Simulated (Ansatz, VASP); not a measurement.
# P in two plane-wave programs

Aim: how closely do two programs agree when they are given the same cell, functional and k mesh? The cell is taken from a series of runs on this material, whose earlier steps may have relaxed, scaled, displaced or heated it; both programs get it as it stands.

Method: plane waves, with VASP 6.6.1 beside it; G0W0 gap at PBE, in Ansatz 0.2.0.

### 1. The starting structure

The cell holds 4 atoms: 4 P. Cell: a = 3.270 Å, b = 3.270 Å, c = 34.800 Å, α = 90.0°, β = 90.0°, γ = 120.0°. Vacuum lies along c.

### 2. VASP: G0W0 gap, PBE

Quasiparticle shifts depend on high empty states and on the cores, so they are the hardest test of two PAW sets.

Lines of VASP's logs that name or quote its potential files are left out, and so is its time.

The run reads the wave functions of an earlier VASP run, which isn't shown here.

File INCAR:

```
SYSTEM = P
PREC = Accurate
ENCUT = 300
ISMEAR = 0
SIGMA = 0.01
LREAL = .FALSE.
GGA = PE
NBANDS = 136
ALGO = EVGW0
NELMGW = 1
ENCUTGW = 40
NOMEGA = 64
PRECFOCK = Fast
NBANDSGW = 24
LWAVE = .FALSE.
LCHARG = .FALSE.
```

File POSCAR:

```
P
1.0
    3.2700000000      0.0000000000      0.0000000000
   -1.6350000000      2.8319030704      0.0000000000
    0.0000000000      0.0000000000     34.8000000000
P
4
Direct
    0.3333333333      0.6666666667      0.4525862069
    0.6666666667      0.3333333333      0.4169540230
    0.6666666667      0.3333333333      0.5830459770
    0.0000000000      0.0000000000      0.5474137931
```

File KPOINTS:

```
Automatic mesh
0
Gamma
6 6 1
0 0 0
```

Potentials, in the order of the species: P_GW (PBE family, release 64).

Run with:

```
mpirun -np 8 vasp_std
```

Numbers of over 12 decimals in the logs are rounded to 6 here.

Log:

```text
[banner, memory and clock lines left out]
running    8 mpi-ranks, on    1 nodes
 distrk:  each k-point on    8 cores,    1 groups
 distr:  one band on    1 cores,    8 groups

 POSCAR found type information on POSCAR P
 POSCAR found :  1 types and       4 ions
|                                                                             |
|           W    W    AA    RRRRR   N    N  II  N    N   GGGG   !!!           |
|           W    W   A  A   R    R  NN   N  II  NN   N  G    G  !!!           |
|           W    W  A    A  R    R  N N  N  II  N N  N  G       !!!           |
|           W WW W  AAAAAA  RRRRR   N  N N  II  N  N N  G  GGG   !            |
|           WW  WW  A    A  R   R   N   NN  II  N   NN  G    G                |
|           W    W  A    A  R    R  N    N  II  N    N   GGGG   !!!           |
|                                                                             |
|     For optimal performance we recommend to set                             |
|       NCORE = 2 up to number-of-cores-per-socket                            |
|     NCORE specifies how many cores store one orbital (NPAR=cpu/NCORE).      |
|     This setting can greatly improve the performance of VASP for DFT.       |
|     The default, NCORE=1 might be grossly inefficient on modern             |
|     multi-core architectures or massively parallel machines. Do your        |
|     Unfortunately you need to use the default for GW and RPA                |
|     calculations (for HF NCORE is supported but not extensively tested      |
|     yet).                                                                   |
|                                                                             |

|                                                                             |
|           W    W    AA    RRRRR   N    N  II  N    N   GGGG   !!!           |
|           W    W   A  A   R    R  NN   N  II  NN   N  G    G  !!!           |
|           W    W  A    A  R    R  N N  N  II  N N  N  G       !!!           |
|           W WW W  AAAAAA  RRRRR   N  N N  II  N  N N  G  GGG   !            |
|           WW  WW  A    A  R   R   N   NN  II  N   NN  G    G                |
|           W    W  A    A  R    R  N    N  II  N    N   GGGG   !!!           |
|                                                                             |
|     The default for ENCUTGWSOFT is different in this version of VASP.       |
|     please manually set ENCUTGWSOFT =40 in the INCAR file.                  |
|                                                                             |

 LDA part: xc-table for (Slater+PW92), standard interpolation
 found WAVECAR, reading the header
 POSCAR, INCAR and KPOINTS ok, starting setup
 FFT: planning ... GRIDC
 FFT: planning ... GRID_SOFT
 FFT: planning ... GRID
 reading WAVECAR
 the WAVECAR file was read successfully
 initial charge from wavefunction
 available memory per node:    125.06 GB, setting MAXMEM to    128060

 The Fermi energy was updated, please check that it is located mid-gap
 values below the HOMO (VB) or above the LUMO (CB) will cause erroneous energies
 E-fermi :  -2.4172

 calculate exact exchange contribution
 the WAVEDER file was read successfully
energies w=
    0.000    0.000    0.384    0.000    0.766    0.000    1.147    0.000
    1.526    0.000    1.901    0.000    2.273    0.000    2.640    0.000
    3.003    0.000    3.361    0.000    3.715    0.000    4.063    0.000
    4.407    0.000    4.746    0.000    5.080    0.000    5.411    0.000
    5.739    0.000    6.063    0.000    6.385    0.000    6.705    0.000
    7.024    0.000    7.342    0.000    7.660    0.000    7.978    0.000
    8.299    0.000    8.621    0.000    8.947    0.000    9.277    0.000
    9.612    0.000    9.952    0.000   10.301    0.000   10.657    0.000
   11.023    0.000   11.401    0.000   11.792    0.000   12.197    0.000
   12.619    0.000   13.061    0.000   13.524    0.000   14.012    0.000
   14.529    0.000   15.078    0.000   15.665    0.000   16.293    0.000
   16.972    0.000   17.708    0.000   18.510    0.000   19.390    0.000
   20.363    0.000   21.445    0.000   22.658    0.000   24.031    0.000
   25.598    0.000   27.406    0.000   29.517    0.000   32.018    0.000
   35.026    0.000   38.713    0.000   43.340    0.000   49.311    0.000
   57.305    0.000   68.545    0.000   85.479    0.000  113.837    0.000
 responsefunction array rank=     200
 LDA part: xc-table for (Slater+PW92), standard interpolation

 min. memory requirement per mpi rank    170.1 MB, per node   1360.6 MB

 allocating   8 responsefunctions rank=   200
 shmem allocating  64 responsefunctions rank=   200
 response function shared by NCSHMEM nodes    1
 Doing            8  frequencies on each core in blocks of           64
NQ=   1    0.0000    0.0000    0.0000,
|.........|.........|.........|.........|.........|.........|.........|.........
 performed        136000 updates of chi_q(r,r)
 total number of BLAS operations         42.35 Gflops
NQ=   2    0.1667   -0.0000    0.0000,
|.........|.........|.........|.........|.........|.........|.........|.........
 performed        402000 updates of chi_q(r,r)
 total number of BLAS operations        115.45 Gflops
NQ=   3    0.3333   -0.0000    0.0000,
|.........|.........|.........|.........|.........|.........|.........|.........
 performed        668000 updates of chi_q(r,r)
 total number of BLAS operations        190.14 Gflops
NQ=   4    0.5000    0.0000    0.0000,
|.........|.........|.........|.........|.........|.........|.........|.........
 performed        876000 updates of chi_q(r,r)
 total number of BLAS operations        246.54 Gflops
NQ=   5    0.1667    0.1667    0.0000,
|.........|.........|.........|.........|.........|.........|.........|.........
 performed       1162000 updates of chi_q(r,r)
 total number of BLAS operations        329.29 Gflops
NQ=   6    0.3333    0.1667    0.0000,
|.........|.........|.........|.........|.........|.........|.........|.........
 performed       1487000 updates of chi_q(r,r)
 total number of BLAS operations        415.61 Gflops
NQ=   7    0.3333    0.3333    0.0000,
|.........|.........|.........|.........|.........|.........|.........|.........
 performed       1656000 updates of chi_q(r,r)
 total number of BLAS operations        451.10 Gflops
 resolving degeneracies of screened two electron integrals

 calculate QP shifts <psi_nk| G(iteration)W_0 |psi_nk>: iteration 1
 entering main loop
```

OUTCAR, selected parts (step 2):

```text
ion  position               nearest neighbor table
   1  0.333  0.667  0.453-   2 2.26   2 2.26   2 2.26
   2  0.667  0.333  0.417-   1 2.26   1 2.26   1 2.26
   3  0.667  0.333  0.583-   4 2.26   4 2.26   4 2.26
   4  0.000  0.000  0.547-   3 2.26   3 2.26   3 2.26

  LATTYP: Found a hexagonal cell.
 ALAT       =     3.2700000000
 C/A-ratio  =    10.6422018349

 Subroutine GETGRP returns: Found 12 space group operations
 (whereof  6 operations were pure point group operations)

The static configuration has the point symmetry C_3v.
 The point group associated with its full space group is D_3d.

 Found      7 irreducible k-points:

   k-points           NKPTS =      7   k-points in BZ     NKDIM =     36   number of bands    NBANDS=    136

   dimension x,y,z NGX =    18 NGY =   18 NGZ =  200
   dimension x,y,z NGXF=    36 NGYF=   36 NGZF=  400

   ENCUT  =  300.0 eV  22.05 Ry    4.70 a.u.   4.62  4.62 49.15*2*pi/ulx,y,z

   NELECT =      20.0000    total number of electrons

  energy-cutoff  :      300.00
  volume of cell :      322.26
      direct lattice vectors                 reciprocal lattice vectors
     3.270000000  0.000000000  0.000000000     0.305810398  0.176559715  0.000000000
    -1.635000000  2.831903070  0.000000000     0.000000000  0.353119431  0.000000000
     0.000000000  0.000000000 34.800000000     0.000000000  0.000000000  0.028735632

 k-points in reciprocal lattice and weights: Automatic mesh
   0.00000000  0.00000000  0.00000000       0.028
   0.16666667 -0.00000000  0.00000000       0.167
   0.33333333 -0.00000000  0.00000000       0.167
   0.50000000  0.00000000  0.00000000       0.083
   0.16666667  0.16666667  0.00000000       0.167
   0.33333333  0.16666667  0.00000000       0.333
   0.33333333  0.33333333  0.00000000       0.056

 E-fermi :  -2.4172

 QP shifts <psi_nk| G(iteration)W_0 |psi_nk>: iteration 1
 for sc-GW calculations column KS-energies equals QP-energies in previous step
 and V_xc(KS)=  KS-energies - (<T + V_ion + V_H > + <T+V_H+V_ion>^1  + <V_x>^1)
 k-point   1 :       0.0000    0.0000    0.0000
  band No.  KS-energies  QP-energies   sigma(KS)   V_xc(KS)     V^pw_x(r,r')   Z            occupation Imag(sigma)
    ...
      7      -3.7001      -3.6362     -12.8303     -12.9124     -14.5410       0.7775       2.0000       0.0344
      8      -3.6955      -3.6312     -12.8298     -12.9123     -14.5389       0.7795       2.0000       0.0343
      9      -3.6955      -3.6312     -12.8298     -12.9123     -14.5389       0.7795       2.0000       0.0343
     10      -3.1092      -3.3749     -11.0984     -10.7500     -12.7590       0.7628       2.0000       0.0393
     11       0.2214       1.5148     -10.4442     -12.1074      -6.9508       0.7776       0.0000      -0.0598
     12       0.2835       1.5120     -10.2311     -11.8627      -6.8330       0.7529       0.0000      -0.0690
     13       0.2835       1.5120     -10.2311     -11.8627      -6.8330       0.7529       0.0000      -0.0690
     14       0.3130       1.6360     -10.5266     -12.2363      -7.0125       0.7738       0.0000      -0.0609
    ...

 k-point   2 :       0.1667   -0.0000    0.0000
  band No.  KS-energies  QP-energies   sigma(KS)   V_xc(KS)     V^pw_x(r,r')   Z            occupation Imag(sigma)
    ...
      7      -4.5109      -4.5148     -12.6509     -12.6458     -14.5454       0.7686       2.0000       0.0420
      8      -4.4724      -4.4698     -12.6780     -12.6813     -14.5633       0.7704       2.0000       0.0414
      9      -4.3816      -4.7679     -10.7987     -10.2786     -12.8604       0.7426       2.0000       0.0734
     10      -2.9933      -3.1996     -11.3948     -11.1253     -13.0358       0.7658       2.0000       0.0368
     11      -0.6673       0.4322      -9.8673     -11.2977      -6.7067       0.7686       0.0000      -0.0510
     12      -0.6115       0.5137     -10.0515     -11.5219      -6.8926       0.7653       0.0000      -0.0527
     13       1.2220       2.4715     -10.3812     -12.0683      -6.6889       0.7406       0.0000      -0.0994
     14       1.3722       2.6336     -10.4652     -12.1808      -6.6880       0.7352       0.0000      -0.1082
    ...

 k-point   3 :       0.3333   -0.0000    0.0000
  band No.  KS-energies  QP-energies   sigma(KS)   V_xc(KS)     V^pw_x(r,r')   Z            occupation Imag(sigma)
    ...
      7      -5.5183      -5.6025     -12.5772     -12.4661     -14.8441       0.7582       2.0000       0.0565
      8      -5.4708      -5.5478     -12.6084     -12.5070     -14.8596       0.7603       2.0000       0.0554
      9      -4.2002      -4.4482     -11.5183     -11.1857     -13.5431       0.7456       2.0000       0.0571
     10      -3.5837      -3.7216     -11.7792     -11.5973     -13.4966       0.7582       2.0000       0.0414
     11      -1.8411      -0.9157      -9.4468     -10.6307      -6.5662       0.7816       0.0000      -0.0396
     12      -1.3802      -0.4148      -9.6637     -10.9090      -6.7730       0.7753       0.0000      -0.0429
     13       0.1616       1.0566      -8.7857      -9.9404      -5.3715       0.7751       0.0000      -0.0625
     14       0.9919       1.9107      -8.7397      -9.9457      -5.2304       0.7619       0.0000      -0.0839
    ...

 k-point   4 :       0.5000    0.0000    0.0000
  band No.  KS-energies  QP-energies   sigma(KS)   V_xc(KS)     V^pw_x(r,r')   Z            occupation Imag(sigma)
    ...
      7      -5.8951      -6.0055     -12.5649     -12.4184     -14.9788       0.7534       2.0000       0.0621
      8      -5.8457      -5.9490     -12.5970     -12.4603     -14.9932       0.7557       2.0000       0.0606
      9      -5.3033      -5.5933     -11.3230     -10.9282     -13.6189       0.7348       2.0000       0.0879
     10      -4.6229      -4.8258     -11.5618     -11.2905     -13.4954       0.7479       2.0000       0.0579
     11      -1.6900      -0.7057      -9.6103     -10.8706      -6.5885       0.7809       0.0000      -0.0418
     12      -1.4800      -0.4733      -9.6262     -10.9177      -6.5310       0.7795       0.0000      -0.0440
     13      -0.6743       0.0973      -8.8065      -9.8027      -5.9508       0.7745       0.0000      -0.0451
     14       0.5437       1.4620      -9.0685     -10.2778      -5.7969       0.7595       0.0000      -0.0769
    ...

[... 3 further parts left out ...]
```

(Part 1 of 2 ends here.)

[Lines on the potential files, build, host, timing and source positions are cut from VASP's logs without a mark.]

[Logs are printed without paths, hosts, clocks, repeated set-up lines and the standing remarks that a program may print on its own settings, such as how far it seeks lower states.]

[Hosts, paths, dates, database ids (printed as entryN), source tags and the programs' standing remarks are cut or masked in the printed files.]
